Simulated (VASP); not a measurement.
TiSi2, 6 atoms in the cell. It takes space group Fddd (No. 70, orthorhombic). Conventional cell: a = 4.779 Å, b = 8.235 Å, c = 8.526 Å, α = 90.00°, β = 90.00°, γ = 90.00°. Ti (site symmetry 222) has 10 Si at 2.55 to 2.78 Å as nearest neighbours. Si (site symmetry 2) has 5 Si at 2.52 to 2.79 Å and 5 Ti at 2.55 to 2.78 Å as nearest neighbours. The cell is a database's computed one.

- Program: VASP 6.6.1
- Task: relaxation of cell and atoms
- Functional: optB88-vdW
- Potentials or basis: VASP PAW PBE potentials, release 64 (Ti_sv, Si)
- Cutoff: 600 eV
- k mesh: 5 × 5 × 5
- Occupations: fermi-dirac, width 0.05 eV
- Spin: no spin polarisation
- Further INCAR settings: ALGO = Normal; EDIFF = 1e-06; IBRION = 2; EDIFFG = -0.01; NSW = 60; ISIF = 3

Potentials or basis: VASP PAW PBE potentials, release 64 (Ti_sv, Si).

Run with:

```sh
$ cat potpaw_PBE.64/Ti_sv/POTCAR potpaw_PBE.64/Si/POTCAR > POTCAR
$ mpirun -np 1 vasp_std > vasp.out
```

Hardware: 1 thread of Intel(R) Xeon(R) 6975P-C (Granite Rapids), with other jobs on the host.

Task: Estimate the wall time of this run.

Result: It took 8.5 min on 1 thread of Intel(R) Xeon(R) 6975P-C (Granite Rapids) (shared host), peak memory 0.67 GiB. Counts: scf iterations 52, k points 27, ion steps 7.
